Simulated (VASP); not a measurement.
**C in VASP 6.6.1, relaxation**

INCAR

```
EDIFF = 1E-7
ISMEAR = -1
PREC = Accurate
EDIFFG = -5E-3
NELM = 120
ISIF = 3
NBANDS = 11
LWAVE = .FALSE.
LCHARG = .FALSE.
ENCUT = 600
PSTRESS = 10
GGA = PS
LASPH = .TRUE.
NSW = 40
SIGMA = 0.02
LREAL = .FALSE.
IBRION = 2
```

KPOINTS

```
KPOINTS created by Atomic Simulation Environment
0
Gamma
12 12 12
0 0 0
```

POSCAR

```
C
 1.0000000000000000
     0.0000000000000000    1.7857704565123391    1.7857704565123391
     1.7857704565123391    0.0000000000000000    1.7857704565123391
     1.7857704565123391    1.7857704565123391    0.0000000000000000
 C
   2
Cartesian
  0.0000000000000000 -0.0000000000000000 -0.0000000000000000
  0.8928852282561696  0.8928852282561696  0.8928852282561696
```

The recommended PBE PAW datasets give the neutral cell 8 valence electrons.

Command

```
mpirun -np 1 vasp_std
```

Q: Predict the outcome of this run.

A: It converged. Results: relaxed cell vector lengths 2.512, 2.512, 2.512 Å; relaxed cell volume 11.21 Å³.

OSZICAR

```
N       E                     dE             d eps       ncg     rms          rms(c)
DAV:   1     0.155163412479E+01    0.15516E+01   -0.52993E+03  1632   0.814E+02
DAV:   2    -0.194486931470E+02   -0.21000E+02   -0.19939E+02  2072   0.129E+02
DAV:   3    -0.199048844175E+02   -0.45619E+00   -0.45489E+00  1881   0.145E+01
DAV:   4    -0.199057487597E+02   -0.86434E-03   -0.86433E-03  1665   0.753E-01
DAV:   5    -0.199057497568E+02   -0.99710E-06   -0.99709E-06  1835   0.257E-02    0.553E+00
DAV:   6    -0.194206116325E+02    0.48514E+00   -0.24797E-01  1635   0.345E+00    0.325E+00
DAV:   7    -0.192512998431E+02    0.16931E+00   -0.29872E-01  1707   0.382E+00    0.673E-01
DAV:   8    -0.192518548530E+02   -0.55501E-03   -0.74848E-03  1680   0.680E-01    0.295E-02
DAV:   9    -0.192518728871E+02   -0.18034E-04   -0.15832E-05  1863   0.363E-02    0.213E-02
DAV:  10    -0.192518812679E+02   -0.83807E-05   -0.36338E-06  1725   0.167E-02    0.442E-03
...
   2 F= -.19178066E+02 E0= -.19178066E+02  d E =0.272716E-02
       N       E                     dE             d eps       ncg     rms          rms(c)
DAV:   1    -0.192569025233E+02   -0.10330E-01   -0.11505E-01  1599   0.276E+00    0.317E-01
DAV:   2    -0.192554739017E+02    0.14286E-02   -0.15045E-03  1650   0.306E-01    0.177E-01
DAV:   3    -0.192548962095E+02    0.57769E-03   -0.93770E-04  1653   0.210E-01    0.238E-02
DAV:   4    -0.192548950507E+02    0.11587E-05   -0.13736E-05  1692   0.326E-02    0.192E-02
DAV:   5    -0.192548922478E+02    0.28029E-05   -0.45209E-07  1611   0.689E-03    0.217E-03
DAV:   6    -0.192548920555E+02    0.19237E-06   -0.12778E-08   837   0.111E-03    0.578E-04
DAV:   7    -0.192548920652E+02   -0.97435E-08   -0.14565E-09   801   0.354E-04
   3 F= -.19184946E+02 E0= -.19184946E+02  d E =-.415278E-02
```

```json
{"ionic step": "1", "ΔH (meV/atom)": "0.0", "volume (Å³)": "11.39", "largest force (eV/Å)": "0.000", "pressure (GPa)": "-6.15", "electronic steps": "12"}
{"ionic step": "2", "ΔH (meV/atom)": "1.4", "volume (Å³)": "10.98", "largest force (eV/Å)": "0.000", "pressure (GPa)": "10.75", "electronic steps": "7"}
{"ionic step": "3", "ΔH (meV/atom)": "-2.1", "volume (Å³)": "11.21", "largest force (eV/Å)": "0.000", "pressure (GPa)": "0.97", "electronic steps": "7"}
```

For comparison, a separate PBEsol relaxation on usual settings, not on those above, ends at 11.23 Å³.
